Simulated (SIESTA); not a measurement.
The system is AlRu.

```
Ru Al
1.0
     2.99160    0.00000    0.00000
     0.00000    2.99160    0.00000
     0.00000    0.00000    2.99160
Ru Al
1 1
Direct
  0.50000 0.50000 0.50000
  0.00000 0.00000 0.00000
```

Program: SIESTA 5.4.2. Alike in all runs: task band structure; no spin polarisation; cell as given; k mesh 9 × 9 × 9; smearing fermi-dirac 0.05 eV; grid cutoff 800 Ry; energy shift 0.003 Ry.

Question: Order these runs on this cell by their pressure, lowest first.
A. level PBE; potentials or basis PseudoDojo 0.4 standard (PBE files), DZP (energy shift 0.003 Ry; two zetas on semicore shells)
B. level LDA; potentials or basis PseudoDojo 0.4 standard (LDA files), DZP (energy shift 0.003 Ry; two zetas on semicore shells)
C. level PBEsol; potentials or basis PseudoDojo 0.4 standard (PBEsol files), DZP (energy shift 0.003 Ry; two zetas on semicore shells)

Answer: B (-6.8 GPa), C (-1.7 GPa), A (4.1 GPa).

Caveats: the basis of atomic orbitals isn't converged, which shifts pressures, moduli and gaps.

Not every run made on this cell is shown here.
